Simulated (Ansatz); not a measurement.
# AlNi (Pm-3m) in Ansatz: notebook

Aim: see how the results for AlNi move with the level of theory and the settings. Levels: PBE+D3(BJ), RPBE+D3(BJ). Tasks: relaxation of cell and atoms.

Everything below comes from runs of Ansatz 0.2.0. Logs are shortened: lines on timing, memory, paths and dates and some standing lists are left out, and cuts for length are marked.

## (1) Starting point

It takes space group Pm-3m (No. 221, cubic). The conventional cell has a = 2.881 Å, b = 2.881 Å, c = 2.881 Å, α = 90.00°, β = 90.00°, γ = 90.00°. Around Ni (site symmetry m-3m) lie 8 Al at 2.50 Å. Around Al (site symmetry m-3m) lie 8 Ni at 2.50 Å.

## (2) Relaxation of cell and atoms, PBE+D3(BJ), collinear spin, ferromagnetic start

Input file input.yaml:

```yaml
crystal:
  lattice:
    - [2.881, 0.0, 0.0]
    - [0.0, 2.881, 0.0]
    - [0.0, 0.0, 2.881]
  atoms:
    - { symbol: Ni, position: [0.5, 0.5, 0.5], spin: 1.0 }
    - { symbol: Al, position: [0.0, 0.0, 0.0] }
kpoints:
  mp_grid: { grid: [9, 9, 9] }
scf:
  occupations: { method: fermi_dirac, width: 0.05 }
hamiltonian:
  xc: pbe
  dispersion: d3bj
  pseudopotentials: { kind: all_electron, lapw: { basis_error: 0.001 } }
magnetization:
  spin_polarized: true
output:
  forces: true
  stress: true
relax:
  f_tol: 0.01
  max_steps: 60
  cell: {}
```

Potentials or basis: all-electron LAPW, scalar-relativistic.

Started as:

```console
> ansatz run input.yaml --threads 2 --pin off --max-ram 6144MiB --backend cpu --events-out ev --progress --plain --runs-dir out
```

The log of the run:

```text
Warning: RAYON_NUM_THREADS=2 ignored (pool sized by the plan → 2); use --threads N
The last accepted step is kept in <dir> (removed where the run ends without a failure and the disk answers)
LAPW: plane waves up to 8.505 Å⁻¹, error target 1.0e-3 eV per atom; small_component_spin mean_spin; Al in spheres of 1.112 Å, 11 of its electrons in bands, Dirac shells []; Ni in spheres of 1.308 Å, 18 of its electrons in bands, Dirac shells [] (how accurate: hamiltonian.pseudopotentials.lapw.basis_error, Limitations)
Engine: ansatz 0.2.0, aarch64-unknown-linux-gnu
Pseudopotentials: kind: all_electron
Pseudopotential: Ni, LAPW, valence charge 18, lapw/all_electron/scalar/gaussian/Ni, Koelling and Harmon's equation, gaussian nucleus
Pseudopotential: Al, LAPW, valence charge 11, lapw/all_electron/scalar/gaussian/Al, Koelling and Harmon's equation, gaussian nucleus
Functional definition: PBE
  parameter kappa = 0.804
  parameter beta = 0.06672455060314922
  exchange = pbe_x(kappa = kappa, mu = beta*pi^2/3)
  correlation = pbe_c(beta = beta)
Crystal: 2 atoms, lattice volume = 23.913 Å³
Basis set: ecut = 275.5882757132472 eV, 251 PW (Γ), exchange–correlation at level 2
Bands: 19, of which v1, the nominal top of the filled ones, is band 15 counted from 1 (14 counted from 0)
Symmetry: 48 space group operations
Space group: Pm-3m (ITA 221), of the structure as read, at distance tolerance 2.9e-5 Å
Magnetic group: BNS 221.92 (UNI 1594), of the structure as read, at distance tolerance 2.9e-5 Å
k-points: 35 of 729
Non-local potential: Ni, projectors of the file, none
Non-local potential: Al, projectors of the file, none
Initial density: superposition of atomic densities (chi_scale 0.1, normalization cell)
Starting moments: Σ|m| = 1 μB on 1 of 2 sites
Initial wavefunctions: plane waves of lowest kinetic energy (no species holds an atomic orbital)
Functional: x = pbe(κ = 0.804, μ = 0.2195149727645171), c = pbe(β = 0.06672455060314922)
iter 1 solved again at ethr=1.45e-3 eV; its pass at ethr=1.00e-1 eV (dr2=4.22e-1 eV) is discarded
SCF iter   1: F=—  HF=-47992.432477 eV  |F-HF|=—  |Δ(HF+E_count)|=         —  Δρ=3.06e-2 (↑1.62e-2 ↓3.06e-2)  dr2=4.21e-1  dr2_m=7.18e-2  M=0.374 μB ∫|m|=0.496 μB  β_m=0.30  ethr=1.45e-3  ⟨swp⟩=2.0  Hψ=9268  notcnv=0
Mixer restart at iter 1: flushing history
preconditioner: auto → none  [metal: Δε(μ)=0.061 eV  Ē_g=9.891 eV  σ=0.050 eV  W_gap=0.29  n_scr=6 (ndim 8)  ℏωp=27.4 eV  f_vac=0.000  D(μ)=0.91/eV (n_scr^D=6)  sad-step TF]
SCF iter   2: F=—  HF=-47992.501749 eV  |F-HF|=—  |Δ(HF+E_count)|=   6.93e-2  Δρ=2.14e-2 (↑1.30e-2 ↓2.14e-2)  dr2=1.86e-1  dr2_m=4.20e-2  M=0.343 μB ∫|m|=0.455 μB  β_m=0.54  ethr=1.45e-3  ⟨swp⟩=2.0  Hψ=3863  notcnv=0
SCF iter   3: F=—  HF=-47992.703580 eV  |F-HF|=—  |Δ(HF+E_count)|=         —  Δρ=2.12e-2 (↑8.88e-3 ↓2.12e-2)  dr2=1.27e-1  dr2_m=4.00e-2  M=0.073 μB ∫|m|=0.125 μB  β_m=0.54  ethr=6.41e-4  ⟨swp⟩=2.0  Hψ=3864  notcnv=0
Mixer restart at iter 3: flushing history
SCF iter   4: F=—  HF=-47992.839804 eV  |F-HF|=—  |Δ(HF+E_count)|=   1.36e-1  Δρ=1.66e-2 (↑1.66e-2 ↓6.87e-3)  dr2=1.31e-1  dr2_m=1.00e-2  M=0.061 μB ∫|m|=0.101 μB  β_m=0.46  ethr=4.37e-4  ⟨swp⟩=3.0  Hψ=4477  notcnv=0
SCF iter   5: F=—  HF=-47992.617617 eV  |F-HF|=—  |Δ(HF+E_count)|=   2.22e-1  Δρ=1.02e-2 (↑3.77e-3 ↓1.02e-2)  dr2=3.14e-2  dr2_m=8.20e-3  M=0.041 μB ∫|m|=0.072 μB  β_m=0.49  ethr=4.37e-4  ⟨swp⟩=3.0  Hψ=4181  notcnv=0
SCF iter   6: F=—  HF=-47992.578794 eV  |F-HF|=—  |Δ(HF+E_count)|=   3.88e-2  Δρ=3.52e-3 (↑1.29e-3 ↓3.52e-3)  dr2=3.30e-3  dr2_m=1.02e-3  M=0.018 μB ∫|m|=0.033 μB  β_m=0.62  ethr=1.08e-4  ⟨swp⟩=2.0  Hψ=3805  notcnv=0
iter 7 solved again at ethr=3.83e-7 eV; its pass at ethr=1.14e-5 eV (dr2=1.11e-4 eV) is discarded
SCF iter   7: F=—  HF=-47992.574971 eV  |F-HF|=—  |Δ(HF+E_count)|=   3.82e-3  Δρ=6.47e-4 (↑1.95e-4 ↓6.47e-4)  dr2=1.11e-4  dr2_m=3.05e-5  M=0.004 μB ∫|m|=0.009 μB  β_m=0.77  ethr=3.83e-7  ⟨swp⟩=2.0  Hψ=6184  notcnv=0
SCF iter   8: F=—  HF=-47992.574833 eV  |F-HF|=—  |Δ(HF+E_count)|=   1.38e-4  Δρ=5.47e-5 (↑2.12e-5 ↓5.47e-5)  dr2=9.64e-7  dr2_m=2.07e-7  M=0.001 μB ∫|m|=0.001 μB  β_m=0.88  ethr=3.82e-7  ⟨swp⟩=2.5  Hψ=3610  notcnv=0
[... 27 lines left out ...]
iter 1 solved again at ethr=5.95e-8 eV; its pass at ethr=1.00e-1 eV (dr2=1.73e-5 eV) is discarded
SCF iter   1: F=—  HF=-47992.582960 eV  |F-HF|=—  |Δ(HF+E_count)|=         —  Δρ=6.90e-5 (↑6.90e-5 ↓6.90e-5)  dr2=5.29e-6  dr2_m=2.85e-16  M=-0.000 μB ∫|m|=0.000 μB  β_m=0.65  ethr=5.95e-8  ⟨swp⟩=4.3  Hψ=7637  notcnv=0
[... 9 lines left out ...]
SCF 3 converged in 7 iterations: F = -47992.583002 eV  dr2 = 4.99e-10
relax step   3: F+E_penalty+E_count = -47992.58300210 eV  Δ(F+E_penalty+E_count) = -1.298e-3 eV  max|allowed force component| = 6.163e-32 eV/Å  Δτ_max = 0.0000 Å  P = +0.082 GPa  Ω = 23.294 Å³  (7 SCF iters, accepted)
Crystal: 2 atoms, lattice volume = 23.305 Å³
Basis set: ecut = 280.3573751362714 eV, 251 PW (Γ), exchange–correlation at level 2
iter 1 solved again at ethr=1.56e-10 eV; its pass at ethr=1.00e-1 eV (dr2=4.54e-8 eV) is discarded
SCF iter   1: F=—  HF=-47992.583005 eV  |F-HF|=—  |Δ(HF+E_count)|=         —  Δρ=3.15e-6 (↑3.15e-6 ↓3.15e-6)  dr2=1.11e-8  dr2_m=2.61e-18  M=0.000 μB ∫|m|=0.000 μB  β_m=0.65  ethr=1.56e-10  ⟨swp⟩=4.9  Hψ=7576  notcnv=0
preconditioner: auto → none  [insulator: Δε(μ)=0.118 eV  Ē_g=9.863 eV  σ=0.050 eV  W_gap=0.53  n_scr=6 (ndim 8)  ℏωp=27.7 eV  f_vac=0.000  D(μ)=0.75/eV (n_scr^D=6)  ε∞_Penn≈8.9]
SCF iter   2: F=—  HF=-47992.583005 eV  |F-HF|=—  |Δ(HF+E_count)|=   1.76e-7  Δρ=2.82e-6 (↑2.82e-6 ↓2.82e-6)  dr2=8.62e-9  dr2_m=4.38e-19  M=0.000 μB ∫|m|=0.000 μB  β_m=0.31  ethr=3.84e-11  ⟨swp⟩=3.0  Hψ=3998  notcnv=0
iter 3 solved again at ethr=1.00e-12 eV; its pass at ethr=2.97e-11 eV (dr2=2.89e-10 eV) is discarded
SCF iter   3: F=—  HF=-47992.583005 eV  |F-HF|=—  |Δ(HF+E_count)|=   1.11e-7  Δρ=6.59e-7 (↑6.59e-7 ↓6.59e-7)  dr2=2.90e-10  dr2_m=2.32e-19  M=0.000 μB ∫|m|=0.000 μB  β_m=0.55  ethr=1.00e-12  ⟨swp⟩=2.0  Hψ=6549  notcnv=0
SCF iter   4: F=-47992.583005 eV  HF=-47992.583005 eV  |F-HF|=5.45e-8  |Δ(HF+E_count)|=   3.71e-8  Δρ=2.44e-6 (↑2.44e-6 ↓2.44e-6)  dr2=7.28e-9  dr2_m=4.43e-20  M=0.000 μB ∫|m|=0.000 μB  ethr=1.15e-12 (applied; sched 1.00e-12)  ⟨swp⟩=3.1  Hψ=4002  notcnv=0
the starting moments were not kept: the SCF closed with an absolute magnetisation of 5.2e-10 μB, where they sum to 1 μB in size (1 site). That is at most 0.1 of that sum. Measured as dr2_m measures the in/out step, that magnetisation stands 2.4e-20 eV from none, at or under the dr2_threshold of 1.0e-7 eV: it is no larger than a step whose dr2_m would equal this threshold.
SCF 4 converged in 4 iterations: F = -47992.583005 eV  dr2 = 7.28e-9
relax step   4: F+E_penalty+E_count = -47992.58300484 eV  Δ(F+E_penalty+E_count) = -2.744e-6 eV  max|allowed force component| = 3.266e-31 eV/Å  Δτ_max = 0.0000 Å  P = +0.001 GPa  Ω = 23.305 Å³  (4 SCF iters, accepted)
iter 1 solved again at ethr=1.00e-12 eV; its pass at ethr=1.00e-1 eV (dr2=1.83e-10 eV) is discarded
SCF iter   1: F=—  HF=-47992.583007 eV  |F-HF|=—  |Δ(HF+E_count)|=         —  Δρ=3.98e-7 (↑3.98e-7 ↓3.98e-7)  dr2=1.83e-10  dr2_m=6.46e-20  M=0.000 μB ∫|m|=0.000 μB  β_m=0.65  ethr=1.05e-12 (applied; sched 1.00e-12)  ⟨swp⟩=3.6  Hψ=6511  notcnv=0
SCF iter   2: F=—  HF=-47992.583007 eV  |F-HF|=—  |Δ(HF+E_count)|=   7.96e-9  Δρ=3.69e-8 (↑3.69e-8 ↓3.69e-8)  dr2=1.15e-12  dr2_m=2.21e-20  M=-0.000 μB ∫|m|=0.000 μB  β_m=0.39  ethr=1.15e-12 (applied; sched 1.00e-12)  ⟨swp⟩=3.0  Hψ=3991  notcnv=0
SCF iter   3: F=-47992.583007 eV  HF=-47992.583007 eV  |F-HF|=1.30e-8  |Δ(HF+E_count)|=   3.38e-9  Δρ=1.26e-6 (↑1.26e-6 ↓1.26e-6)  dr2=1.93e-9  dr2_m=1.71e-20  M=0.000 μB ∫|m|=0.000 μB  ethr=1.11e-12 (applied; sched 1.00e-12)  ⟨swp⟩=3.0  Hψ=3890  notcnv=0
the starting moments were not kept: the SCF closed with an absolute magnetisation of 1.4e-10 μB, where they sum to 1 μB in size (1 site). That is at most 0.1 of that sum. Measured as dr2_m measures the in/out step, that magnetisation stands 2.7e-21 eV from none, at or under the dr2_threshold of 1.0e-7 eV: it is no larger than a step whose dr2_m would equal this threshold.
SCF 5 converged in 3 iterations: F = -47992.583007 eV  dr2 = 1.93e-9
relax step   5: F+E_penalty+E_count = -47992.58300674 eV  Δ(F+E_penalty+E_count) = -1.900e-6 eV  max|allowed force component| = 8.423e-32 eV/Å  Δτ_max = 0.0000 Å  P = +0.001 GPa  Ω = 23.305 Å³  stress off target by 8.51e-4 GPa  SCF on the basis re-selected at this cell (its energy is not comparable with the rows above)  (3 SCF iters)
basis re-selected at this cell: Δ(F+E_penalty+E_count) = -1.900e-6 eV, ΔP = -0.001 GPa vs the last step (what re-selecting the basis moved, after the strain that the cell walked since its last selection, with what the two solves' SCF thresholds leave and, on support functions, any second-order correction that the steps lacked; it is no measure of the basis error at this ecutwfc). This SCF's stress stands 8.51e-4 GPa from its target on what of the cell is left free (relax.cell.stress_tol is 5.00e-2 GPa) and its largest allowed force component is 8.42e-32 eV/Å (relax.f_tol is 1.00e-2 eV/Å): within both
SCF converged after 3 iterations
Magnetization: 0.0000 μB (14.5000 up, 14.5000 down)
Absolute magnetization: 0.0000 μB (∫|ρ↑−ρ↓|)
Spin contamination: 0.0000 ħ² per cell (⟨S²⟩ above its minimum at these occupations)
Per-site moments (μB) at R_I (Å): [(9.375611398354522e-12, 1.2971026288799732), (-2.375077912120105e-11, 1.102393170220332)]
Free energy (F): -47992.583007 eV
Harris-Foulkes:  -47992.583007 eV  (|F-HF|=1.30e-8)
Internal energy: -47992.576645 eV  (E = F + TS)
E sigma→0 (E₀):  -47992.579826 eV
Entropy (-TS):   -0.006362 eV (-3.181 meV/atom)
Fermi energy:    15.825082 eV
--- Per-component energies (eV) ---
  E_band       = -764.882312
  E_kinetic    = 48670.417729
  E_xc         = -2240.761293
  E_electrostatic = -94421.322836  (all electrons and nuclei)
  E_disp       = -0.910245  (pairwise vdW)
  E_smearing   = -0.006362  (= −TS)
  E_closure    = 0.000000  (closes the sum)
  E_atoms      = -47979.538827  (free atoms, spherical and without spin; not in F)
  Σ components = -47992.583007   (vs F -47992.583007, Δ=0.00e0)
  Basis errors (estimates in eV, not in F): energy 2.9e-4 per atom: plane waves 2.7e-4 (1.4e-4 summed), levels above the bands 6.4e-45, relativity 5.0e-9, radial functions 1.9e-5, core shells 3.1e-11; eigenvalues (radial functions only) 8.7e-7; not estimated: angular momenta, meshes, grids; target (lapw.basis_error) 1.0e-3; muffin-tin radii Al 1.102 Å, Ni 1.297 Å
--- Forces (eV/Å), atoms counted from 1 ---
  atom   1  Ni    -0.00000000     0.00000000    -0.00000000
  atom   2  Al     0.00000000    -0.00000000    -0.00000000
  max |Σ_I F_I| component: 1.60e-31 eV/Å
--- Stress (GPa, compression-positive) ---
        0.000851      -0.000000      -0.000000
       -0.000000       0.000851      -0.000000
       -0.000000      -0.000000       0.000851
  P = ⅓ Tr σ = 0.0009 GPa (0.009 kbar)
--- Relaxed structure (4 steps of the walk, 4 accepted, 1 SCFs on fresh bases) ---
  F+E_penalty+E_count = -47992.58300674 eV   max|allowed force component| = 8.423e-32 eV/Å   (the final SCF, on the basis selected at the relaxed cell)
  cell:  # Å, volume = 23.3052 Å³
    - [2.856390858089185, -6.620384183831123e-35, -6.520075332560954e-35]
    - [-1.3040150665121908e-34, 2.856390858089185, -3.209883240645393e-35]
    - [-1.0030885127016853e-36, 0.0, 2.856390858089185]
  atoms:
    - { symbol: Ni, position: [0.5, 0.5, 0.5] }
    - { symbol: Al, position: [-4.4566237287673223e-35, 4.456623728768296e-35, 1.1141559321920521e-35] }
```

It took 20 s on 2 threads of Arm Neoverse V2, shared host; peak memory 0.39 GiB.

Results:

```yaml
Free_energy: -47992.5830 eV
Relaxed_volume: 11.65 Å³/atom
Relaxed_cell: a = 2.856 Å, b = 2.856 Å, c = 2.856 Å, α = 90.00°, β = 90.00°, γ = 90.00°
Space_group_after_relaxing_to_0.05_Å: Pm-3m (No. 221)
Energy_gained_by_relaxing: 4.1 meV/atom
Ionic_steps: 5
Pressure_after_relaxing: 0.0 GPa
Net_moment: 0.00 μB per cell
Absolute_moment: 0.00 μB per cell
```

Step by step:
```tsv
step	energy change (eV)	largest force (eV/Å)	volume (Å³)
1	0.0000	0.0000	23.91
2	-0.0069	0.0000	23.54
3	-0.0082	0.0000	23.29
4	-0.0082	0.0000	23.31
5	-0.0082	0.0000	23.31
```

Final structure:
```cif
data_structure
_symmetry_space_group_name_H-M 'P 1'
_symmetry_Int_Tables_number 1
_cell_length_a 2.8564
_cell_length_b 2.8564
_cell_length_c 2.8564
_cell_angle_alpha 90.000
_cell_angle_beta 90.000
_cell_angle_gamma 90.000
_cell_volume 23.31
loop_
_atom_site_label
_atom_site_type_symbol
_atom_site_fract_x
_atom_site_fract_y
_atom_site_fract_z
_atom_site_occupancy
Ni1 Ni 0.50000 0.50000 0.50000 1
Al1 Al 0.00000 0.00000 0.00000 1
```

Caveat: the starting moments weren't kept.

## (3) Relaxation of cell and atoms, RPBE+D3(BJ), collinear spin, ferromagnetic start

input.yaml: that of step 2 with these lines changed.

```diff
@@ -13,3 +13,3 @@
 hamiltonian:
-  xc: pbe
+  xc: rpbe
   dispersion: d3bj
```

Potentials or basis: all-electron LAPW, scalar-relativistic.

Started as:

```console
> ansatz run input.yaml --threads 2 --pin off --max-ram 6144MiB --backend cpu --events-out ev --progress --plain --runs-dir out
```

Run time: 20 s. Hardware: 2 threads of Arm Neoverse V2, shared host; peak memory 0.39 GiB.

The run converged. Its results:

```yaml
Free_energy: -48004.4666 eV
Relaxed_volume: 10.38 Å³/atom
Relaxed_cell: a = 2.749 Å, b = 2.749 Å, c = 2.749 Å, α = 90.00°, β = 90.00°, γ = 90.00°
Space_group_after_relaxing_to_0.05_Å: Pm-3m (No. 221)
Energy_gained_by_relaxing: 137.5 meV/atom
Ionic_steps: 5
Pressure_after_relaxing: 0.0 GPa
Net_moment: 0.00 μB per cell
Absolute_moment: 0.00 μB per cell
```

Step by step:
| step | energy change (eV) | largest force (eV/Å) | volume (Å³) |
| --- | --- | --- | --- |
| 1 | 0.0000 | 0.0000 | 23.91 |
| 2 | -0.2395 | 0.0000 | 21.81 |
| 3 | -0.2723 | 0.0000 | 20.49 |
| 4 | -0.2750 | 0.0000 | 20.76 |
| 5 | -0.2750 | 0.0000 | 20.76 |

Final structure:
```
Ni Al
1.0
     2.74853    0.00000    0.00000
     0.00000    2.74853    0.00000
     0.00000    0.00000    2.74853
Ni Al
1 1
Cartesian
  1.3743 1.3743 1.3743
  0.0000 0.0000 0.0000
```

Caveat: the volume moved by -13 % from the deposited cell, more than functionals usually miss; the starting moments weren't kept.
